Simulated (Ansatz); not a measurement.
The system is Hf.

```
CELL_PARAMETERS angstrom
-0.00541 2.24307 2.17093
2.23578 -0.02023 2.18574
2.21792 2.24002 -0.00237
ATOMIC_POSITIONS crystal
Hf 0.99774 0.01526 0.96953
```

The cell isn't the ideal one: cell strained at random at fixed volume.

A run of Ansatz 0.2.0 on this cell left the log below. Logs are shortened: lines on timing, memory, paths and dates and some standing lists are left out, and cuts for length are marked.

```text
Warning: RAYON_NUM_THREADS=1 ignored (pool sized by the plan → 1); use --threads N
Engine: ansatz 0.2.0, aarch64-unknown-linux-gnu
Pseudopotentials: kind: paw
Pseudopotential: Hf, paw, valence charge 26, recommended cutoff 420 eV (normal), Hf.paw.azcp
Functional definition: unnamed
  exchange = pbe_x
  correlation = 0
Crystal: 1 atoms, lattice volume = 21.882 Å³
Basis set: ecut = 420 eV, 419 PW (Γ), exchange–correlation on 48×48×48 points (8 copies of the dense FFT grid, shifted against one another)
Bands: 17, of which v1, the nominal top of the filled ones, is band 13 counted from 1 (12 counted from 0)
Symmetry: 2 space group operations
Space group: P-1 (ITA 2), of the structure as read, at distance tolerance 2.8e-5 Å
k-points: 260 of 512
Non-local potential: Hf, projectors of the file, l = 0: 3, l = 1: 2, l = 2: 2, l = 3: 3
PAW form: soft (Blöchl's): semilocal exchange-correlation on the pseudo side does not see the compensation charge
PAW frozen core: Hf, regenerated for the run's functional, and the local potential with it (the file was generated under x = pbe(κ = 0.804, μ = 0.2195149727645171), c = pbe(β = 0.06672455060314922))
PAW one-centre angular grid: Hf, 590 points (default); XC on 64 Gauss nodes
Initial density: superposition of atomic densities (neutral atoms: chi_scale 0, normalization atom), corrected by the library's trained network
Initial wavefunctions: pseudopotential atomic-orbital guess
Functional: x = pbe(κ = 0.804, μ = 0.2195149727645171), c = none
Listed functional: x = slater, c = lda
Listed functional: x = pbe(κ = 0.804, μ = 0.2195149727645171), c = pbe(β = 0.06672455060314922)
Listed functional: x = pbesol(κ = 0.804, μ = 0.12345679012345678), c = pbesol(β = 0.046)
Listed functional: x = rpbe, c = pbe(β = 0.06672455060314922)
Listed functional: x = revpbe(κ = 1.245, μ = 0.2195149727645171), c = pbe(β = 0.06672455060314922)
Listed functional: x = b88, c = lyp
Listed functional: x = r2scan, c = r2scan; τ floored in thin density (d = 2e-4 eV/Å³)
SCF iter   1: F=—  HF=-15603.212703 eV  |F-HF|=—  |Δ(HF+E_count)|=         —  Δρ=7.96e-3  dr2=7.40e-3  ethr=1.77e-3  ⟨swp⟩=5.6  Hψ=19405  notcnv=0
preconditioner: auto → Kerker (q_TF=auto, 2.808 Å⁻¹)  [metal: Δε(μ)=0.010 eV  Ē_g=18.223 eV  σ=0.010 eV  W_gap=0.23  n_scr=10 (ndim 8)  ℏωp=38.9 eV  f_vac=0.000  D(μ)=1.79/eV (n_scr^D=14)]
SCF iter   2: F=—  HF=-15603.203876 eV  |F-HF|=—  |Δ(HF+E_count)|=   8.83e-3  Δρ=2.19e-3  dr2=5.16e-4  ethr=2.84e-5  ⟨swp⟩=2.2  Hψ=10962  notcnv=0  defer=13
SCF iter   3: F=—  HF=-15603.203220 eV  |F-HF|=—  |Δ(HF+E_count)|=   6.57e-4  Δρ=2.07e-3  dr2=4.55e-4  ethr=1.98e-6  ⟨swp⟩=2.0  Hψ=8756  notcnv=0  defer=13
SCF iter   4: F=—  HF=-15603.203391 eV  |F-HF|=—  |Δ(HF+E_count)|=   1.71e-4  Δρ=3.37e-4  dr2=2.07e-5  ethr=1.75e-6  ⟨swp⟩=2.0  Hψ=8815  notcnv=0  defer=13
SCF iter   5: F=—  HF=-15603.203404 eV  |F-HF|=—  |Δ(HF+E_count)|=   1.37e-5  Δρ=6.57e-5  dr2=8.38e-7  ethr=7.96e-8  ⟨swp⟩=2.0  Hψ=7790  notcnv=0  defer=13
SCF iter   6: F=—  HF=-15603.203405 eV  |F-HF|=—  |Δ(HF+E_count)|=   8.01e-7  Δρ=2.23e-5  dr2=8.82e-8  ethr=3.85e-10  ⟨swp⟩=6.4  Hψ=22559  notcnv=0
SCF iter   7: F=-15603.203405 eV  HF=-15603.203405 eV  |F-HF|=2.76e-9  |Δ(HF+E_count)|=   5.29e-8  Δρ=7.03e-6  dr2=1.09e-8  ethr=3.39e-10  ⟨swp⟩=4.9  Hψ=17079  notcnv=0
SCF 1 converged in 7 iterations: F = -15603.203405 eV  dr2 = 1.09e-8
  greatest PAW one-centre occupation: 0.998 electrons in one spin orbital (limit 2), on the Hf atom at site 0 (counted from 0), in its partial waves of l = 3
SCF converged after 7 iterations
Free energy (F): -15603.203405 eV
Harris-Foulkes:  -15603.203405 eV  (|F-HF|=2.76e-9)
Internal energy: -15603.202841 eV  (E = F + TS)
E sigma→0 (E₀):  -15603.203123 eV
Entropy (-TS):   -0.000564 eV (-0.564 meV/atom)
Fermi energy:    21.856221 eV
--- Per-component energies (eV) ---
  E_band       = 94.907395
  E_kinetic    = 425.331937
  E_local      = -5002.728264  (includes V_loc(G=0)·N_el)
  E_nonlocal   = -1247.890169
  E_hartree    = 2360.729343
  E_xc         = -279.403936
  E_vxc        = -245.687294  (∫ρ·V_xc dr)
  E_paw        = -6833.733996  (= ΣΔE_a)
  E_vpaw       = 1444.417724  (= ΣTr[D̂ρ^β])
  E_aug_tail   = -0.000001  (compensation charges beyond the density's cutoff)
  E_ewald      = -5025.717011
  E_core_change = 0.209257  (= ΣΔE_core)
  E_smearing   = -0.000564  (= −TS)
  E_closure    = 0.000000  (closes the sum)
  Σ components = -15603.203405   (vs F -15603.203405, Δ=0.00e0)
--- Forces (eV/Å), atoms counted from 1 ---
  atom   1  Hf     0.00000000     0.00000000     0.00000000
  max |Σ_I F_I| component: 0.00e0 eV/Å
--- Stress (GPa, compression-positive) ---
       15.977683       0.409719      -0.417923
        0.409720      14.831100       0.436229
       -0.417923       0.436229      16.949486
  P = ⅓ Tr σ = 15.9194 GPa (159.194 kbar)
--- E_xc of listed functionals on the converged density (eV per cell; not total energies) ---
  on the closing iteration's output density plus the core of the run's pseudopotentials (for a meta-GGA, its output tau too, plus the cores' where a run under it adds that), as the run's own E_xc is; on PAW an entry holds the one-centre parts besides; self-consistent for {"exchange":"pbe","correlation":"none","exx":null} alone
  E_xc = -8169.625798  lda
  E_xc = -8414.130675  pbe
  E_xc = -8290.806178  pbesol
  E_xc = -8426.528834  rpbe
  E_xc = -8422.955619  revpbe
  E_xc = -8437.770236  blyp
  E_xc = -8425.748974  r2scan
--- Band table (eV; the first three rows and the last of 260) ---
  k-point 0: bands = ["-39.7802", "-8.0955", "-8.0803", "-8.0742", "10.3574", "10.3829", "10.3867", "10.3910", "10.4629", "10.4642", "10.4671", "14.6235", "22.9766", "23.1851", "23.4107", "25.7826", "26.2703"]
  k-point 1: bands = ["-39.7698", "-8.2183", "-8.1117", "-8.0934", "10.3657", "10.3850", "10.3905", "10.3960", "10.4519", "10.4544", "10.4655", "15.1744", "22.7171", "23.2413", "23.6035", "25.5863", "25.9952"]
  k-point 2: bands = ["-39.7448", "-8.5392", "-8.1582", "-8.1321", "10.3707", "10.3973", "10.4033", "10.4077", "10.4299", "10.4311", "10.4665", "16.5529", "21.9644", "23.3184", "23.7944", "25.9287", "26.0970"]
  k-point 259: bands = ["-39.7087", "-8.9703", "-8.2287", "-8.1841", "10.3614", "10.3839", "10.3854", "10.4345", "10.4382", "10.4426", "10.4686", "18.1639", "22.6611", "22.6834", "23.2216", "28.1345", "28.2737"]
```

Question: Write the input and the command behind it.

Answer: Ladder of functionals with exchange-only PBE, no spin polarisation. The files as run (others can give the same):

input.yaml
```yaml
crystal:
  lattice:
    - [-0.005412, 2.243065, 2.170927]
    - [2.235776, -0.020228, 2.185743]
    - [2.217916, 2.24002, -0.002368]
  atoms:
    - { symbol: Hf, position_ang: [-0.03344084, -0.073629185, 0.028513774] }
hamiltonian:
  xc: { exchange: pbe, correlation: none }
  pseudopotentials: { kind: paw }
kpoints:
  mp_grid: { grid: [8, 8, 8] }
scf:
  occupations: { method: fermi_dirac, width: 0.01 }
output:
  forces: true
  stress: true
  eigenvalues: true
  xc_energy_on_converged_density: [lda, pbe, pbesol, rpbe, revpbe, blyp, r2scan]
```

Potentials or basis: Ansatz PAW.
The run is started by
```console
$ ansatz run input.yaml --threads 1 --pin off --max-ram 2560MiB --backend cpu --events-out ev --progress --plain --runs-dir out
```

Caveat: the PAW data sets come from PBE, with cores solved anew for the run's functional, which leaves a small shift of forces and pressure.
